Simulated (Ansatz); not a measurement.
## Cs: enthalpy against pressure

Cs, C2/m, a = 6.053 Å, b = 8.830 Å, c = 5.338 Å, β = 124.3°. This isn't the element's structure at ambient conditions. Ansatz: PBE, PAW, 420 eV, Γ-centred 10×10×10 mesh on 1 atom, Gaussian smearing 0.10 eV; no spin polarisation. Cell and atoms are relaxed at each pressure, and no other structure is tried, so the rows at high pressure may lie past a change of phase. y is the enthalpy over the state at zero pressure; there V0 = 117.916 Å³/atom. The pressures are the targets, met within 0.04 GPa.

| P (GPa) | y (eV/atom) |
| --- | --- |
| 0.0 | 0.0000 |
| 3.0 | 1.5238 |
| 8.0 | 3.0480 |
| 15.0 | ? |
| 30.0 | 7.1353 |
| 60.0 | 11.5091 |

Q: Fit y = c1 P + c2 P² + c3 P³ to the other rows, say what c1 and c2 mean, and predict the missing value.

A: Least squares on the rows shown. y = 0.47552 P − 0.011136 P² + 0.00010679 P³. Since dH/dP = V, c1 is V0: 0.47552 eV/GPa × 160.2 = 76.178 Å³ against 117.916; c2 = −V0/(2B0) gives B0 = 21 GPa, where a Birch–Murnaghan fit to the volumes of the same runs (not shown) gives 1.5 GPa. The volume falls by 82 % over the range, most steeply at the start, which a cubic can't follow: here c1 isn't V0 and c2 doesn't give B0. Above P = −c2/(3 c3) = 35 GPa the cubic's slope, the volume, would rise with pressure, so the form fails there. At P = 15.0 the fit asked for gives 4.9876 eV/atom. The run gave 4.5324 eV/atom, so the fit is 0.4552 eV/atom too high, 4 % of the span of the series, against an rms of 0.1091 eV/atom on the fitted rows. With a term in P⁴ added, a fit to the same known rows (none to spare) predicts 4.1306 eV/atom, which misses by about as much or more on the other side: the known rows don't fix the higher terms. Also, this row ran on the mesh 14×14×14, its neighbour on 12×12×12, which can shift it a little.

The mesh isn't the same in all rows (10×10×10, 12×12×12, 14×14×14, 16×16×16).